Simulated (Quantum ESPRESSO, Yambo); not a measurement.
# KI (Fm-3m): G0W0 with Yambo, start to end, part 2 of 2

Wanted: ground state, empty states, screening and self-energy for KI (Fm-3m).

Quantum ESPRESSO 7.5 and Yambo 5.3.0; PBE and many-body steps on it, plane waves. Known limits of the many-body steps: not at the basis limit.

So far. Step 2 (Ground state): The gap is direct, at Γ. Step 3 (Bands along the symmetry lines): The gap is 3.643 eV, as in the run before at this level.

### Step 4. Empty states on the mesh, 4×4×4 mesh, 326 bands

Level of this step: DFT, PBE with spin-orbit coupling, plane waves, norm-conserving pseudopotentials (Quantum ESPRESSO).

The sums over transitions need many empty states on a uniform mesh; this step solves for them.

pw.in reads:

```
&control
  calculation = 'nscf'
  prefix = 'x'
  outdir = 'o'
  pseudo_dir = 'pseudo'
/
&system
  ibrav = 0
  nat = 2
  ntyp = 2
  ecutwfc = 76.0
  nbnd = 326
  force_symmorphic = .true.
  noncolin = .true.
  lspinorb = .true.
/
&electrons
  conv_thr = 1e-9
  electron_maxstep = 80
  diago_full_acc = .true.
  diago_thr_init = 5e-6
/
ATOMIC_SPECIES
  K 39.098 K.upf
  I 126.9 I.upf
CELL_PARAMETERS angstrom
  0.0000000000 3.5327750000 3.5327750000
  3.5327750000 0.0000000000 3.5327750000
  3.5327750000 3.5327750000 -0.0000000000
ATOMIC_POSITIONS crystal
  K 0.0000000000 0.0000000000 0.0000000000
  I 0.5000000000 0.5000000000 0.5000000000
K_POINTS automatic
  4 4 4 0 0 0
```

The run is started by

```
$ OMP_NUM_THREADS=1 mpirun -n 4 pw.x -nk 4 -in pw.in > pw.out
```

Output:

```text
[banner, memory and clock lines left out]
Program PWSCF v.7.5 starts

     Atomic positions and unit cell read from directory:
     o/x.save/

     Message from routine setup:
     using ibrav=0 with symmetry is DISCOURAGED, use correct ibrav instead

     G-vector sticks info

     bravais-lattice index     =            0
     lattice parameter (alat)  =       9.4413  a.u.
     unit-cell volume          =     595.0789 (a.u.)^3
     number of atoms/cell      =            2
     number of atomic types    =            2
     number of electrons       =        26.00
     number of Kohn-Sham states=          326
     kinetic-energy cutoff     =      76.0000  Ry
     charge density cutoff     =     304.0000  Ry
     Exchange-correlation= PBE
                           (   1   4   3   4   0   0   0)
     Non magnetic calculation with spin-orbit

     celldm(1)=   9.441258  celldm(2)=   0.000000  celldm(3)=   0.000000
     celldm(4)=   0.000000  celldm(5)=   0.000000  celldm(6)=   0.000000

     crystal axes: (cart. coord. in units of alat)
               a(1) = (   0.000000   0.707107   0.707107 )
               a(2) = (   0.707107   0.000000   0.707107 )
               a(3) = (   0.707107   0.707107  -0.000000 )

     reciprocal axes: (cart. coord. in units 2 pi/alat)
               b(1) = ( -0.707107  0.707107  0.707107 )
               b(2) = (  0.707107 -0.707107  0.707107 )
               b(3) = (  0.707107  0.707107 -0.707107 )
     Pseudo is Norm-conserving + core correction, Zval =  9.0
     Generated using ONCVPSP code by D. R. Hamann
     Using radial grid of 2222 points, 10 beta functions with:
     Pseudo is Norm-conserving + core correction, Zval = 17.0
     Generated using ONCVPSP code by D. R. Hamann
     Using radial grid of 1210 points, 10 beta functions with:
     K                 9.00    39.09800     K ( 1.00)
     I                17.00   126.90000     I ( 1.00)

     48 Sym. Ops., with inversion, found

   Cartesian axes

     site n.     atom                  positions (alat units)
         1        K      tau(   1) = (   0.0000000   0.0000000   0.0000000  )
         2        I      tau(   2) = (   0.7071068   0.7071068   0.7071068  )

     number of k points=     8
                       cart. coord. in units 2pi/alat
        k(    1) = (   0.0000000   0.0000000   0.0000000), wk =   0.0156250
        k(    2) = (   0.1767767   0.1767767  -0.1767767), wk =   0.1250000
        k(    3) = (  -0.3535534  -0.3535534   0.3535534), wk =   0.0625000
[...]
k(    7) = (  -0.7071068   0.0000000   0.0000000), wk =   0.0468750
        k(    8) = (  -0.7071068   0.3535534   0.0000000), wk =   0.0937500

     Dense  grid:    53377 G-vectors     FFT dimensions: (  54,  54,  54)

     The potential is recalculated from file :
     o/x.save/charge-density

     Starting wfcs are   28 randomized atomic wfcs +  298 random wfcs

     Band Structure Calculation

     End of band structure calculation

          k = 0.0000 0.0000 0.0000 (  6615 PWs)   bands (ev):

   -41.2907 -41.2907 -41.2907 -41.2907 -39.5789 -39.5789 -39.5789 -39.5789
   -39.5771 -39.5771 -26.0469 -26.0469  -9.7133  -9.7133  -9.4475  -9.4475
    -9.4475  -9.4475  -8.0383  -8.0383   1.7454   1.7454   2.7691   2.7691
[...]
[... 29 further rows ...]
[...]
78.1101  78.1101  79.5617  79.5617  79.5617  79.5618

          k = 0.1768 0.1768-0.1768 (  6639 PWs)   bands (ev):

[...]
[... 29 further rows ...]
[...]
78.8173  78.8173  80.4013  80.4013  80.4668  80.4668

          k =-0.3536-0.3536 0.3536 (  6658 PWs)   bands (ev):

[...]
24.4374  24.4374  24.5880  24.5880  24.8315  24.8315  24.8977  24.8977
     [... 29 further rows ...]
    78.0740  78.0740  79.1878  79.1878  79.2747  79.2747  79.6929  79.6929
    79.6941  79.6941  79.7533  79.7533  79.7538  79.7538

          k = 0.3536 0.0000 0.0000 (  6643 PWs)   bands (ev):

     [... further k-points ...]

     highest occupied, lowest unoccupied level (ev):     2.7691    6.4120

     XML data file, pseudopotentials, collected wavefunctions
```

It took 58 s on 4 MPI ranks of Intel Xeon 6975P-C (Granite Rapids), shared host; peak memory 1.7 GiB; 3.9 min of CPU time.

Numbers from this step:

```yaml
gap: 3.643 eV
k_of_the_valence_top: 0, 0, 0
k_of_the_conduction_bottom: 0, 0, 0
least_direct_gap: 3.643 eV
k_points_computed: 8
lowest_point_of_the_top_converged_band_above_the_valence_top: 76.7928 eV
```

On this mesh the gap is 3.643 eV.

### Step 5. Conversion and set-up

This step: Yambo 5.3.0; conversion and set-up on PBE with spin-orbit coupling, plane waves, norm-conserving pseudopotentials.

The states are converted to the many-body program's format and the q mesh is built.

The run is started by

```
$ (cd o/x.save; p2y > p2y.log; mv SAVE ../..); yambo > setup.log
```

Output:

```text
 Yambo, version 5.3.0

 [02] CORE Variables Setup
 =========================

  [02.01] Unit cells
  ==================

  Cell kind             :  FCC
  Atoms in the cell     :  K  I
  number of K  atoms    :  1
  number of I  atoms    :  1

  List of atomic masses
  Mass of K     :  39.09800
  Mass of I     :  126.9000

  List of atomic coordinates    : [cc]
  K1       :  0.000000  0.000000  0.000000  order 1
  I1       :  6.675977  6.675977  6.675977  order 2

  Alat factors          :  6.675977  6.675977  6.675977 [a.u.]
  Direct lattice volume :  595.0789 [a.u.]
  Direct lattice vectors:  A[ 1 ]  A[ 2 ]  A[ 3 ]
   A[ 1 ]:  0.000000  1.000000  1.000000  [iru]
   0.000000  6.675977  6.675977  [cc]
   A[ 2 ]:  1.000000  0.000000  1.000000  [iru]
   6.675977  0.000000  6.675977  [cc]
   A[ 3 ]:  1.000000  1.000000 -0.000000  [iru]
   6.675977  6.675977 -0.000000  [cc]

  Recip. lattice volume :  0.416836 [a.u.]
  Recip. lattice vectors:  B[ 1 ]  B[ 2 ]  B[ 3 ]
   B[ 1 ]: -0.500000  0.500000  0.500000  [iku]
  -0.470582  0.470582  0.470582  [cc]
   B[ 2 ]:  0.500000 -0.500000  0.500000  [iku]
   0.470582 -0.470582  0.470582  [cc]
   B[ 3 ]:  0.500000  0.500000 -0.500000  [iku]
   0.470582  0.470582 -0.470582  [cc]

  [02.02] Symmetries
  ==================

  Inversion symmetry    : yes
  Spatial inversion     : yes
  Inversion index       :  25
  K-space Time-reversal : no
  Magnetic symmetries   : no
  Group table correct   : yes
  Symmetries units      :  [cc]

   [S  1]:   1.0000      0.66965E-17  0.66965E-17  0.66965E-17   1.0000     -0.66965E-17 -0.66965E-17 -0.66965E-17   1.0000
   [S  2]:  -1.0000     -0.66965E-17  0.66965E-17 -0.66965E-17  -1.0000     -0.66965E-17  0.66965E-17  0.66965E-17   1.0000
   [S  3]:  -1.0000      0.66965E-17 -0.66965E-17 -0.66965E-17   1.0000      0.66965E-17  0.66965E-17 -0.66965E-17  -1.0000
[...]
[... 36 further rows ...]
   [S 47]:  0.66965E-17   1.0000     -0.66965E-17 -0.66965E-17  0.66965E-17  -1.0000       1.0000     -0.66965E-17  0.66965E-17
   [S 48]:  0.66965E-17  -1.0000      0.66965E-17 -0.66965E-17 -0.66965E-17   1.0000       1.0000      0.66965E-17 -0.66965E-17

  [02.03] Reciprocal space
  ========================

  nG shells         :   461
  nG charge         :   53377
  nG WFs            :   7773
  nC WFs            :   6710
  G-vecs. in first 46 shells:  [ Number ]
     1    9   15   27   51   59   65   89  113
    137   169   181   229   259   283   307   331   339
    387   411   459   531   537   561   609   645   701
[...]
1639
  ...
  Shell energy in first 46 shells:  [ mHa ]
[...]
8414.99      8857.89      9190.06      9300.78      9743.67      10075.8      10629.5      10961.6      11072.4
    11515.3      11847.4      11958.1      12733.2      12843.9      13286.8      13619.0      14172.6      14504.8
    14615.5
  ...

[...]
K/Q-points units:
  rlu = crystal or reduced units; cc = cartesian coordinates; iku = interal k-units

  K [1]          [rlu]:  0.000000  0.000000  0.000000
         WF components:   6615
  K [2]          [rlu]: -0.66843E-18 -0.66843E-18  0.25000
         WF components:   6639
  K [3]          [rlu]:  0.13369E-17  0.13369E-17 -0.50000
         WF components:   6658
  K [4]          [rlu]:  0.20426E-17  0.25000      0.25000
         WF components:   6643
  K [5]          [rlu]:  0.20221E-16  0.25000     -0.50000
         WF components:   6674
  [... 2 further k-points ...]
  K [8]          [rlu]:  0.250000 -0.500000 -0.250000
         WF components:   6652

  [02.05] Energies & Occupations
  ==============================

  [X] === General ===
  [X] Electronic Temperature                        :  0.000000  0.000000 [eV K]
  [X] Bosonic    Temperature                        :  0.000000  0.000000 [eV K]
  [X] Finite Temperature mode                       : no
  [X] El. density                                   :  0.29485E+24 [cm-3]
  [X] Fermi Level                                   :  2.769080 [eV]

  [X] === Gaps and Widths ===
  [X] Conduction Band Min                           :  3.642950 [eV]
  [X] Valence Band Max                              :  0.000000 [eV]
  [X] Filled Bands                                  :  26
  [X] Empty Bands                                   :    27   326
  [X] Direct Gap                                    :  3.642950 [eV]
  [X] Direct Gap localized at k                     :  1
  [X] Indirect Gap                                  :  3.642950 [eV]
  [X] Indirect Gap between kpts                     :  1  1
  [X] Last valence band width                       :  0.691853 [eV]
  [X] 1st conduction band width                     :  2.444267 [eV]

  E @ K [1]:  [eV]
  -44.05977 -44.05977 -44.05977 -44.05977 -42.34801 -42.34801 -42.34801 -42.34801
  -42.34616 -42.34616 -28.81598 -28.81598 -12.48236 -12.48236 -12.21660 -12.21660
   -12.217      -12.217      -10.807      -10.807      -1.0237      -1.0237     -0.11445E-08 -0.87167E-09
[...]
occ @ K [1]
[...]
E @ K [2]:  [eV]
[...]
occ @ K [2]
[...]
E @ K [3]:  [eV]
[...]
occ @ K [3]
[...]
E @ K [4]:  [eV]
[...]
occ @ K [4]
[...]
E @ K [5]:  [eV]
[...]
occ @ K [5]
[...]
[... 2 further k-points ...]
  E @ K [8]:  [eV]
[...]
occ @ K [8]
[...]
0.000000  0.000000  0.000000  0.000000  0.000000  0.000000  0.000000  0.000000
   0.000000  0.000000  0.000000  0.000000  0.000000  0.000000  0.000000  0.000000

 [03] Transferred momenta grid and indexing
 ==========================================

 IBZ Q-points                                      :   8
 BZ  Q-points                                      :   64

 K/Q-points units:
 rlu = crystal or reduced units; cc = cartesian coordinates; iku = interal k-units

 Q [1]          [rlu]:  0.000000  0.000000  0.000000
 Q [2]          [rlu]: -0.66843E-18 -0.66843E-18  0.25000
 Q [3]          [rlu]:  0.13369E-17  0.13369E-17 -0.50000
[...]
Q [7]          [rlu]: -0.40852E-17 -0.50000     -0.50000
 Q [8]          [rlu]:  0.250000 -0.500000 -0.250000

  [03.01] X indexes
  =================

   [03.01.01] Sigma indexes
   ========================

 [06] Game Over & Game summary
```

The job ended after 3.8 s (1 MPI rank; peak memory 0.26 GiB).

### Step 6. Screening and self-energy, 4×4×4 mesh, 326 bands, screening to 156.5 eV

Now the one-shot GW correction: screening in the RPA, then the self-energy of the levels asked for.

This step: G0W0 on PBE with spin-orbit coupling, plane waves, norm-conserving pseudopotentials.

gw4.in reads:

```
HF_and_locXC
gw0
dyson
ppa
em1d
rim_cut
RandQpts= 1000000
RandGvec= 1 RL
EXXRLvcs= 76 Ry
VXCRLvcs= 304 Ry
Chimod= "HARTREE"
% BndsRnXp
 1 | 326 |
%
NGsBlkXp= 11.5 Ry
% LongDrXp
 1 | 1 | 1 |
%
% GbndRnge
 1 | 326 |
%
DysSolver= "n"
ExtendOut
PPAPntXp= 27.21138 eV
% QPkrange
 1 | 1 | 23 | 30 |
%
```

The run is started by

```
$ OMP_NUM_THREADS=2 mpirun -n 2 yambo -F gw4.in -J gw4 -C gw4 > gw4.log
```

Output:

```text
 Yambo, version 5.3.0

 [02] CORE Variables Setup
 =========================

  [... cell, symmetries and grids as in the set-up ...]

  [02.05] Energies & Occupations
  ==============================

  [X] === General ===
  [X] Electronic Temperature                        :  0.000000  0.000000 [eV K]
  [X] Bosonic    Temperature                        :  0.000000  0.000000 [eV K]
  [X] Finite Temperature mode                       : no
  [X] El. density                                   :  0.29485E+24 [cm-3]
  [X] Fermi Level                                   :  2.769080 [eV]

  [X] === Gaps and Widths ===
  [X] Conduction Band Min                           :  3.642950 [eV]
  [X] Valence Band Max                              :  0.000000 [eV]
  [X] Filled Bands                                  :  26
  [X] Empty Bands                                   :    27   326
  [X] Direct Gap                                    :  3.642950 [eV]
  [X] Direct Gap localized at k                     :  1
  [X] Indirect Gap                                  :  3.642950 [eV]
  [X] Indirect Gap between kpts                     :  1  1
  [X] Last valence band width                       :  0.691853 [eV]
  [X] 1st conduction band width                     :  2.444267 [eV]

 [03] Transferred momenta grid and indexing
 ==========================================

 IBZ Q-points                                      :   8
 BZ  Q-points                                      :   64

 K/Q-points units:
 rlu = crystal or reduced units; cc = cartesian coordinates; iku = interal k-units

 Q [1]          [rlu]:  0.000000  0.000000  0.000000
 Q [2]          [rlu]: -0.66843E-18 -0.66843E-18  0.25000
 Q [3]          [rlu]:  0.13369E-17  0.13369E-17 -0.50000
 Q [4]          [rlu]:  0.20426E-17  0.25000      0.25000
 Q [5]          [rlu]:  0.31425E-16  0.25000      0.50000
 Q [6]          [rlu]:  0.13369E-17  0.25000     -0.25000
 Q [7]          [rlu]: -0.40852E-17 -0.50000     -0.50000
 Q [8]          [rlu]:  0.250000 -0.500000 -0.250000

 [04] Coloumb potential Random Integration (RIM)
 ===============================================

  [04.01] RIM initialization
  ==========================

  * Diagonal components only detected *

  8 x (sBL volume)        :  0.052104 [a.u.]
  sBZ random points       :  1000000
  Points outside the sBZ  :   7968281
  RL volume               :  0.416836 [a.u.]
  Integrated volume       :  0.418495 [a.u.]

  [04.02] RIM integrals
  =====================

  Gamma point sphere radius             :  0.067750 [a.u.]
  Points outside the sphere             :   800476
  [Int_sBZ(q=0) 1/q^2]*(Vol_sBZ)^(-1/3) =:  7.776341
                                 should be <:  7.795600

  Summary of Coulomb integrals for non-metallic bands |Q|[au] RIM/Bare

  Q [1] 0.100000E-4 0.997530 * Q [2] 0.203768 1.068480
  Q [4] 0.235291 1.066792 * Q [6] 0.332752 1.029814
  Q [5] 0.390186 1.022655 * Q [3] 0.407536 1.020683
  Q [7] 0.470582 1.017590 * Q [8] 0.526126 1.014612

 [05] Dipoles
 ============

  [05.01] Setup: observables and procedures
  =========================================

  [WARNING] [x,Vnl] slows the Dipoles computation. To neglect it rename the ns.kb_pp file

 [06] Dynamic Dielectric Matrix (PPA)
 ====================================

 [WR./gw4//ndb.pp]---------------------------------------------------------------
  Brillouin Zone Q/K grids (IBZ/BZ)                :    8   64    8   64
  RL vectors                                       :   7799 [WF]
  Coulomb cutoff potential                         : none
  Electronic Temperature                           :  0.000000 [K]
  Bosonic    Temperature                           :  0.000000 [K]
  PPA    diel. fun.  energies                      : Perdew, Burke & Ernzerhof(X)+Perdew, Burke & Ernzerhof(C)
  wavefunctions                                    : Perdew, Burke & Ernzerhof(X)+Perdew, Burke & Ernzerhof(C)
  Global Gauge                                     : length
  X matrix size                                    :   459
  X band range                                     :     1   326
  X e/h energy range                               : -1.000000 -1.000000 [eV]
  X Time ordering                                  : R
  X Hxc Kernel                                     : HARTREE
  X Drude frequency                                :  0.000000  0.000000
  X poles                                          :  100.0000 [o/o]
  RL vectors in the sum                            :   7799
  [r,Vnl] included                                 : yes
  Field direction                                  :  0.577350E-5  0.577350E-5  0.577350E-5
  BZ energy Double Grid                            : no
  BZ energy DbGd points                            : 0
  BZ Q point size factor                           : -1.000000
  X Optical Averaged directions                    : none

 [07] Local Exchange-Correlation + Non-Local Fock
 ================================================

 [VXC] Plane waves :   53377
 [EXS] Plane waves :   6735

 QP @ state[ 1 ] K range:  1  1
 QP @ state[ 1 ] b range:  23  30

 [xc] Functional : Perdew, Burke & Ernzerhof(X)+Perdew, Burke & Ernzerhof(C)
 [xc] LIBXC used to calculate xc functional
  PP Number of Atomic Species                      :  2
  NLCC RL compoments                               :   53377
  PP Number of Atomic Species                      :  2
  NLCC RL compoments                               :   53377

 [xc] E_xc :  -15.06895 [Ha]
      E_xc :  -30.13789 [Ry]

  Local XC kind (lXC) : Perdew, Burke & Ernzerhof(X)+Perdew, Burke & Ernzerhof(C)
  Non-Local XC kind (nlXC) : Hartree-Fock

  Corrections @ K [1] :  [eV]
 <23|nlXC|23> = -16.10534  0.91185E-17 <23|lXC|23> = -12.18792  0.48525E-09
 <24|nlXC|24> = -16.10532  0.43708E-18 <24|lXC|24> = -12.18792  0.115967E-8
 <25|nlXC|25> = -16.10532 -0.37631E-17 <25|lXC|25> = -12.18792  0.149437E-8
 <26|nlXC|26> = -16.10533 -0.10888E-16 <26|lXC|26> = -12.18792 -0.188469E-8
 <27|nlXC|27> = -3.717863  0.99262E-18 <27|lXC|27> = -7.026479 -0.16354E-09
 <28|nlXC|28> = -3.717863 -0.62513E-19 <28|lXC|28> = -7.026479  0.240280E-8
 <29|nlXC|29> = -3.503749  0.18282E-17 <29|lXC|29> = -7.912748 -0.137359E-8
 <30|nlXC|30> = -3.503754 -0.10097E-18 <30|lXC|30> = -7.912749  0.91326E-09

 [08] Dyson equation: Newton solver
 ==================================

  [08.01] G0W0 (W PPA)
  ====================

  [  GW  ] Bands range     :     1   326
  [GW/PPA] G damping       :  0.100000 [eV]

  QP @ state[ 1 ] K range:  1  1
  QP @ state[ 1 ] b range:  23  30

   Sc/G bands                                       :     1   326
   Sc/G damping                                     :  0.100000 ev
   Sc bands terminator                              : no
   Sx RL components                                 :   6735

   QP @ state[ 1 ] K range                          :  1  1
   QP @ state[ 1 ] b range                          :  23  30
   GF energies kind                                 : Perdew, Burke & Ernzerhof(X)+Perdew, Burke & Ernzerhof(C)
   GF WF`s kind                                     : Perdew, Burke & Ernzerhof(X)+Perdew, Burke & Ernzerhof(C)
   Xs energies kind                                 : Perdew, Burke & Ernzerhof(X)+Perdew, Burke & Ernzerhof(C)
   Xs WF`s kind                                     : Perdew, Burke & Ernzerhof(X)+Perdew, Burke & Ernzerhof(C)

 [11] Game Over & Game summary
```

It took 17 min on 2 MPI ranks; peak memory 2.3 GiB; 56 min of CPU time.

Numbers from this step:

| Property | Result |
| --- | --- |
| G0W0 gap on the points computed | 6.220 eV |
| starting gap on the mesh | 3.643 eV |
| k of the valence top | 0, 0, 0 |
| k of the conduction bottom | 0, 0, 0 |
| least direct G0W0 gap on the computed points | 6.220 eV |
| Z at the valence top | 0.8277 |
| Z at the conduction bottom | 0.8619 |

The gap on the mesh goes from 3.64 eV to 6.22 eV, a correction of +2.58 eV.

Limits: finite bands, cutoff and mesh. v1 is the top filled band, c1 the lowest empty one. Levels before and after the correction, in eV, zero at the valence-band top of each column:

|  | conduction bottom | valence top |
| --- | --- | --- |
| Kohn-Sham | 3.64 | 0.00 |
| G0W0 | 6.22 | 0.00 |

|  | level | energy (eV) |
| --- | --- | --- |
| Kohn-Sham | Γ v4-v1 | 0.000 |
| Kohn-Sham | Γ c1-c2 | 3.643 |
| Kohn-Sham | Γ c3-c4 | 6.180 |
| G0W0 | Γ v4-v1 | 0.000 |
| G0W0 | Γ c1-c2 | 6.220 |
| G0W0 | Γ c3-c4 | 9.510 |

### Step 7. Where the time went

Times are wall times on the hardware named with each run, good to a factor of about two.

| step | time | share | memory (GiB) |
| --- | --- | --- | --- |
| ground state | 23 s | 2 % | 0.75 |
| bands along the symmetry lines | 27 s | 2 % | 0.52 |
| empty states on the mesh | 58 s | 5 % | 1.7 |
| conversion and set-up | 3.8 s | 0 % | 0.26 |
| screening and self-energy | 17 min | 90 % | 2.3 |

### Step 8. Summary of results

| Item | Value |
| --- | --- |
| PBE gap | 3.64 eV, direct |
| G0W0 gap on the mesh | 6.22 eV |
| GW settings | 4×4×4 mesh, 326 bands, screening to 156.5 eV, Godby-Needs plasmon pole |
| known limits | not at the basis limit |

**Reading.** G0W0 moves the gap on the mesh from 3.64 eV to 6.22 eV (+2.58 eV), with Z of 0.83 and 0.86 at the edges. Only 1 of the mesh's irreducible points was corrected, so a valley elsewhere could overtake. The dearest step here is «screening and self-energy». Bands and cutoff are finite, so the gap is not at the basis limit. The miss can reach some tenths of an eV and take either sign; the mesh is an error of its own. In the G0W0 run levels were corrected at 1 k point alone, so a gap called «on the mesh» is the least over those, and an edge elsewhere would be missed.

[Paths, hosts, dates, memory and timing lines, banners, echoed tables and standing remarks are left out of the program output.]

[Logs are printed without paths, hosts, clocks, repeated set-up lines and the standing remarks that a program may print on its own settings, such as how far it seeks lower states.]

[Runs of the session that timed out or met a known fault of the program may be left out.]

[Hosts, paths, dates, database ids (printed as entryN), source tags and the programs' standing remarks are cut or masked in the printed files.]
